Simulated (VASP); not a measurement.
Set up this calculation in VASP 6.6.1, as the native input.

| Item | Value |
| --- | --- |
| Task | relaxation of cell and atoms |
| Functional | PBE |
| Dispersion | D3(BJ) |
| Potentials or basis | VASP PAW PBE potentials, release 64 (Pt, Se) |
| Cutoff | 700 eV |
| k mesh | 9 × 9 × 6 |
| Occupations | gaussian, width 0.02 eV |
| Spin | no spin polarisation |
| Further INCAR settings | ALGO = Normal; EDIFF = 1e-07; IBRION = 2; EDIFFG = -0.002; NSW = 80; ISIF = 3 |

The structure of PtSe2 lies in POSCAR:

```
PtSe2                                   
1.0
    3.7695349966     -0.0000000000      0.0000000000
   -1.8847674983      3.2645130637     -0.0000000000
   -0.0000000000      0.0000000000      4.8257692724
  Pt              Se            
     1     2
Direct
     0.0000000000000000    0.0000000000000000    0.0000000000000000
     0.3333333300000021    0.6666666699999979    0.2657285218563936
     0.6666666699999979    0.3333333300000021    0.7342714781436066
```

One way to write it, as run:

INCAR

```
ALGO = Normal
EDIFF = 1E-7
EDIFFG = -0.002
ENCUT = 700
GGA = PE
IBRION = 2
ISIF = 3
ISMEAR = 0
IVDW = 12
KPAR = 4
LASPH = T
LCHARG = F
LREAL = F
LWAVE = F
NELM = 80
NSW = 80
PREC = Accurate
SIGMA = 0.02
```

KPOINTS

```
k-points
0
Gamma
  9 9 6
```

Potentials or basis: VASP PAW PBE potentials, release 64 (Pt, Se).

Command:

```sh
$ cat potpaw_PBE.64/Pt/POTCAR potpaw_PBE.64/Se/POTCAR > POTCAR
$ mpirun -np 4 vasp_std > vasp.out
```

Results of the run:

* Pressure after relaxing: 0.0 GPa
* Band gap on the k mesh: none (metal or under the smearing width)
* Dispersion energy per atom: -0.490 eV

Caveat: the relaxation stopped at its first step, so nothing moved; pairwise dispersion overbinds metals, which lowers pressure and volume.

It took 11 s on 4 MPI ranks on Intel(R) Xeon(R) 6975P-C (Granite Rapids) (shared host), peak memory 0.28 GiB a rank.
